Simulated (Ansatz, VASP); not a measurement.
## One calculation of Bi, two programs

```
Bi
1.0
    -1.87717    1.87717    1.87717
     1.87717   -1.87717    1.87717
     1.87717    1.87717   -1.87717
Bi
1
Direct
  0.00000 0.00000 0.00000
```

This isn't the form of Bi at room conditions, which is rhombohedral.

Alike in both runs: functional PBEsol; k mesh 16 × 16 × 16; occupations gaussian, width 0.1 eV; no spin polarisation.

Ansatz relaxed the structure, and its values are those at the end. VASP's run is a single point on that final structure, the one shown.

|  | VASP | Ansatz |
| --- | --- | --- |
| version | VASP 6.6.1 | Ansatz 0.2.0 |
| potentials or method | VASP PAW PBE potentials, release 64 (Bi_d) | scalar-relativistic, plane waves, PAW |
| plane-wave cutoff (eV) | 520 | 600 |
| valence electrons in the cell | 15 | 15 |

Ansatz gave:

| Item | Value |
| --- | --- |
| gap on the k mesh at the Fermi level (eV) | none |
| pressure (GPa) | 10.1 |

Q: Estimate VASP's values.

A: gap on the k mesh at the Fermi level (eV): none; pressure (GPa): 10.0.

A gap of «none» marks a metal or a gap that the smearing closes.

Caveats: the PAW data sets were made with another functional, which shifts forces and pressure a little (VASP); spin-orbit coupling is left out, which moves the levels of the heavy elements.
